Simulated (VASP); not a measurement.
Input of a VASP 6.6.1 run:

File INCAR:

```
ALGO = Fast
EDIFF = 1E-6
EDIFFG = -0.01
ENCUT = 600
GGA = PE
IBRION = 2
ISIF = 3
ISMEAR = -1
IVDW = 11
LASPH = True
LCHARG = False
LREAL = False
LWAVE = False
NELM = 100
NSW = 60
PREC = Accurate
SIGMA = 0.05
```

The input KPOINTS:

```
k-points
0
Gamma
  10 10 9
```

POSCAR

```
WC
1.0
    2.9065000000      0.0000000000      0.0000000000
   -1.4532500000      2.5171028361      0.0000000000
    0.0000000000      0.0000000000      2.8366000000
W C
1 1
Direct
    0.0000000000      0.0000000000      0.0000000000
    0.6666666667      0.3333333333      0.5000000000
```

Potentials or basis: VASP PAW PBE potentials, release 64 (W_sv, C).

The run is started by

```sh
$ cat potpaw_PBE.64/W_sv/POTCAR potpaw_PBE.64/C/POTCAR > POTCAR
$ mpirun -np 1 vasp_std > vasp.out
```

(1) Predict the space group after relaxing (to 0.05 Å).

(2) Predict the relaxed volume.

(3) Estimate the relaxed cell.

(4) What does it give for the band gap on the k mesh?

## Answers

(1) P-6m2 (No. 187).

(2) 10.42 Å³/atom.

(3) a = 2.910 Å, b = 2.910 Å, c = 2.842 Å, α = 90.00°, β = 90.00°, γ = 120.00°.

(4) none (metal or under the smearing width).

Caveat: pairwise dispersion overbinds metals, which lowers pressure and volume.
